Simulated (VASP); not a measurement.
# SnO2 in VASP: one cell, several levels of theory

Aim: gap, levels, forces and stress of SnO2 built on the fluorite prototype, strained and with displaced atoms at fixed geometry. Runs: PBE, r2SCAN. This is a trial cell built on a prototype, not taken from a measured structure, and it needn't be the compound's ground state.

Code: VASP 6.6.1. PAW datasets, plane waves. No spin polarisation. The prototype was imposed, so other structures may be more stable.

### 1 The system as given

The symmetry is P1 (No. 1, triclinic); a = 3.490 Å, b = 3.533 Å, c = 3.590 Å, α = 118.6°, β = 90.9°, γ = 118.0° in the conventional setting, 10.87 Å³ an atom. Near Sn stand 6 O at 1.94–2.39 Å; near O stand 2 Sn at 1.94–2.04 Å; near O stand 4 Sn at 2.10–2.39 Å and 2 O at 2.31–2.40 Å.

Structure file:

```xyz
3
Lattice="0.0813 2.6106 2.5295 2.5172 0.0521 2.5588 2.5280 2.6506 0.0413" Properties=species:S:1:pos:R:3 pbc="T T T"
Sn    2.5542    2.7062    4.8630
O     1.2562    1.4416    1.3991
O     3.9232    3.9245    3.7410
```

### 2 PBE

INCAR

```
ENCUT = 520.000000
SIGMA = 0.020000
EDIFF = 1.00e-07
GGA = PE
PREC = Accurate
IBRION = -1
ISIF = 2
ISMEAR = -1
NBANDS = 20
NELM = 120
NSW = 0
LASPH = .TRUE.
LCHARG = .FALSE.
LWAVE = .FALSE.
LREAL = .FALSE.
```

KPOINTS

```
KPOINTS created by Atomic Simulation Environment
0
Gamma
8 8 8
0 0 0
```

POSCAR

```
Sn O
 1.0000000000000000
     0.0813000000000000    2.6105999999999998    2.5295000000000001
     2.5171999999999999    0.0521000000000000    2.5588000000000002
     2.5280000000000000    2.6505999999999998    0.0413000000000000
 Sn  O
   1   2
Cartesian
  2.5542063300000000  2.7061809600000002  4.8629627800000002
  1.2562260400000000  1.4416247099999999  1.3990866399999999
  3.9231970600000001  3.9244912699999999  3.7409598300000000
```

Potentials: the recommended PBE PAW datasets, 26 valence electrons in the neutral cell.

### 3 r2SCAN

Changes to INCAR since step 2:

```diff
@@ -3,3 +3,4 @@
 EDIFF = 1.00e-07
-GGA = PE
+ALGO = Normal
+METAGGA = R2SCAN
 PREC = Accurate
```

KPOINTS is that of step 2.

POSCAR is that of step 2.

What does the calculation give? Wanted: for each run, gap; pressure; largest force.

As calculated:

```
 level  gap (eV)  pressure (GPa)  largest force (eV/Å)
   PBE     0.08*           21.15                 3.991
r2SCAN     0.64*           13.21                 4.037
```

A star marks a gap among the mesh's points alone.

The gap spans 0.08 eV (PBE) to 0.64 eV (r2SCAN). Spin-orbit coupling is left out, though the cell holds Sn (Z = 50); in an element this heavy it can shift bands and gaps by tenths of an eV. The pressure is highest with PBE (21.1 GPa) and lowest with r2SCAN (13.2 GPa), which orders the cells that they would relax to. Forces up to 4.04 eV/Å (r2SCAN) show atoms off their equilibrium places at that level; the least is 3.991 eV/Å (PBE).
